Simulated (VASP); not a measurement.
**Ca: single point with RPBE**

Ca:

```
Ca
1.0
    -2.20520    2.20520    2.19611
     2.20520   -2.20520    2.19611
     2.20520    2.20520   -2.19611
Ca
1
Direct
  0.50000 0.50000 0.00000
```

This isn't the form of Ca at room conditions, which is fcc.

```json
{
  "Program": "VASP 6.6.1",
  "Task": "single point",
  "Functional": "RPBE",
  "Potentials or basis": "VASP PAW PBE potentials, release 64 (Ca_sv_GW)",
  "Cutoff": "550 eV",
  "k mesh": "9 × 9 × 9",
  "Occupations": "gaussian, width 0.05 eV",
  "Spin": "no spin polarisation",
  "Further INCAR settings": "ALGO = Normal; EDIFF = 1e-07"
}
```

```yaml
Pressure: 0.7 GPa
Band_gap_on_the_k_mesh: none (metal or under the smearing width)
```

Levels at points of the mesh, in eV from the Fermi level:
```csv
k point,band 2,band 3,band 4,band 5,band 6,band 7,band 8,band 9
"(0.00, 0.00, 0.00)",-23.10,-23.10,-23.10,-4.03,2.31,2.32,2.32,3.35
```

Run time: 38 s on 1 thread of Intel(R) Xeon(R) Platinum 8488C (Sapphire Rapids), on a shared host, peak memory 0.18 GiB.

Caveat: the PAW data sets were made with another functional, which shifts forces and pressure a little.
